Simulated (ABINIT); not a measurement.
Runs of ABINIT 10.8.3 (patched build) on PtSe2 (Sudovikovite). It takes space group P-3m1 (No. 164, trigonal). Conventional cell: a = 3.724 Å, b = 3.724 Å, c = 5.062 Å, α = 90.00°, β = 90.00°, γ = 120.00°. Around Pt (site symmetry -3m) lie 6 Se at 2.49 Å. Around Se (site symmetry 3m) lie 3 Pt at 2.49 Å. 

| task | level | potentials or basis | cell | k mesh | cutoff (eV) | bands in the sums | broadening (eV) | scissor shift (eV) | tensor components | cell freedom (optcell) | gap on the mesh (eV) | pressure (GPa) | largest force (eV/Å) |
| --- | --- | --- | --- | --- | --- | --- | --- | --- | --- | --- | --- | --- | --- |
| single point | LDA | PseudoDojo NC SR LDA v0.4.1 standard | cell relaxed | 6 × 6 × 4 | 1170 | - | - | - | - | - | none | 0.0 | - |
| single point | LDA | PseudoDojo NC SR LDA v0.4.1 standard | as given | 6 × 6 × 4 | 1061 | - | - | - | - | - | none | (b) | 0.18 |
| optical spectrum | PBEsol | PseudoDojo NC SR PBEsol v0.4.1 standard | as given | 8 × 8 × 6, shifted | 1061 | 37 | 0.1 | 0 | [11, 33] | - | - | 1.5 | 0.30 |
| single point | PBE | PseudoDojo NC SR PBE v0.4.1 standard | as given | 6 × 6 × 4 | 1061 | - | - | - | - | - | none | (a) | 0.57 |
| single point | PBEsol | PseudoDojo NC SR PBEsol v0.4.1 standard | as given | 6 × 6 × 4 | 1061 | - | - | - | - | - | none | 1.5 | 0.32 |
| relaxation of cell and atoms | LDA | PseudoDojo NC SR LDA v0.4.1 standard | relaxed | 6 × 6 × 4 | 1170 | - | - | - | - | 2 | none | 0.0 | - |

Alike in all rows: no spin polarisation; smearing fermi-dirac 0.05 eV.

Question: Fill in the values left out.

Answer: (a) 6.7; (b) -1.2.

Caveats: the intraband (Drude) term is left out (some runs); spectra need much finer meshes, so this one isn't converged (some runs); independent-particle spectra lack excitons (some runs).

A k mesh can miss the band edges, and the runs leave out spin-orbit coupling on Pt, Se.

A gap of «none» marks a metal or a gap under the smearing width.
